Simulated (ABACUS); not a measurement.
# W under changes of volume

One of the cells (15.848 Å³/atom); the others are scaled copies at fixed shape and fractional positions:

```xyz
1
Lattice="-1.5823 1.5823 1.5823 1.5823 -1.5823 1.5823 1.5823 1.5823 -1.5823" Properties=species:S:1:pos:R:3 pbc="T T T"
W     0.0000    0.0000    0.0000
```

```yaml
Program: ABACUS 3.10.1
Functional: PBEsol
Potentials_or_basis: PseudoDojo NC SR 0.4.1 PBEsol standard
Cutoff: 1007 eV
Density_cutoff: 4027 eV
Basis: plane waves
k_mesh: 12 × 12 × 12
Occupations: fermi-dirac, width 0.05 eV
Spin: no spin polarisation
```

```csv
volume (Å³/atom),energy over the lowest point (meV/atom),pressure (GPa)
14.897,44.20,18.6
15.214,15.25,10.8
15.531,0.97,3.7
15.848,0.00,-2.8
16.165,11.09,-8.6
16.482,?,?
16.798,65.29,-18.7
```

Q: What does the run at 16.482 Å³/atom give?

A: Energy over the lowest point 33.19 meV/atom; pressure -13.9 GPa.

Worked out: A Birch-Murnaghan fit of order 3 (a polynomial in V^(-2/3)) to the other rows has its minimum at 15.71 Å³/atom with B0 = V·E''(V) = 316 GPa and B' = 3.7. It gives 33.24 meV/atom at 16.482 Å³/atom, against the run's 33.19, and -dE/dV = -13.8 GPa, against -13.9.

Energies are extrapolated to zero smearing.
